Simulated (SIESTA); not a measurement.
Rh:

```
Rh
1.0
     0.00000    1.89785    1.89785
     1.89785    0.00000    1.89785
     1.89785    1.89785    0.00000
Rh
1
Cartesian
  0.0000 0.0000 0.0000
```

| Item | Value |
| --- | --- |
| Program | SIESTA 5.4.2 |
| Task | single point |
| Functional | PBEsol |
| Potentials or basis | PseudoDojo 0.4 standard (PBEsol files) |
| Basis | DZP (energy shift 0.003 Ry; two zetas on semicore shells) |
| Grid cutoff | 800 Ry |
| Energy shift | 0.003 Ry |
| k mesh | 12 × 12 × 12 |
| Occupations | fermi-dirac, width 0.05 eV |
| Spin | no spin polarisation |

On this cell: pressure 0.8 GPa; band gap on the k mesh none (metal or under the smearing width).

The same run follows on a disturbed copy (cell strained at random at fixed volume):

```
Rh
1.0
    -0.03933    1.88309    1.96246
     1.90193    0.03281    1.89032
     1.92465    1.83367    0.01009
Rh
1
Direct
  0.00477 0.00350 0.99418
```

What changes?

The energy (extrapolated to zero smearing) moves by +43.8 meV/atom; pressure 2.0 GPa; band gap on the k mesh none (metal or under the smearing width).

Stress tensor (GPa, compression positive):
```
 -2.85   2.10   5.92
  2.10   8.92 -10.57
  5.92 -10.57  -0.10
```

Caveats: the basis of atomic orbitals isn't converged, which shifts pressures, moduli and gaps.
